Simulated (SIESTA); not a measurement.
Runs of SIESTA 5.4.2 on Ag. It takes space group Fm-3m (No. 225, cubic). Conventional cell: a = 4.085 Å, b = 4.085 Å, c = 4.085 Å, α = 90.00°, β = 90.00°, γ = 90.00°. Ag (site symmetry m-3m) is surrounded by 12 Ag at 2.89 Å. 

| task | level | potentials or basis | cell | optimiser | force tolerance | energy shift | gap on the mesh (eV) | pressure (GPa) |
| --- | --- | --- | --- | --- | --- | --- | --- | --- |
| relaxation of cell and atoms | RPBE | PseudoDojo 0.4 standard (PBE files), DZP (energy shift 0.003 Ry; two zetas on semicore shells) | relaxed to 5 GPa | Broyden | 0.02 eV/Å | 0.003 Ry | none | 5.0 |
| band structure | PBE | PseudoDojo 0.4 standard (PBE files), SZ (energy shift 0.003 Ry) | as given | - | - | 0.003 Ry | none | 21.6 |
| band structure | PBE | PseudoDojo 0.4 standard (PBE files), SZ (energy shift 0.01 Ry) | as given | - | - | 0.01 Ry | none | 10.5 |
| band structure | PBE | SG15 1.2 (PBE files) or PseudoDojo by element, DZP (energy shift 0.003 Ry; two zetas on semicore shells) | as given | - | - | 0.003 Ry | none | (a) |
| band structure | RPBE | PseudoDojo 0.4 standard (PBE files), DZP (energy shift 0.003 Ry; two zetas on semicore shells) | as given | - | - | 0.003 Ry | none | 9.0 |

Alike in all rows: no spin polarisation; k mesh 11 × 11 × 11; smearing fermi-dirac 0.05 eV; grid cutoff 800 Ry.

Task: Fill in the values left out.

Result: (a) 0.8.

Caveats: the basis of atomic orbitals isn't converged, which shifts pressures, moduli and gaps; short orbitals over semicore shells can move pressures by several GPa (some runs); the potentials were made for another functional, which shifts forces and pressure (some runs); the basis has no polarisation orbitals (some runs); so large a pressure means that the cell lies far from this level's equilibrium, or that cutoff or potentials fall short (some runs).

A k mesh can miss the band edges, and the runs leave out spin-orbit coupling on Ag.

A gap of «none» marks a metal or a gap under the smearing width.
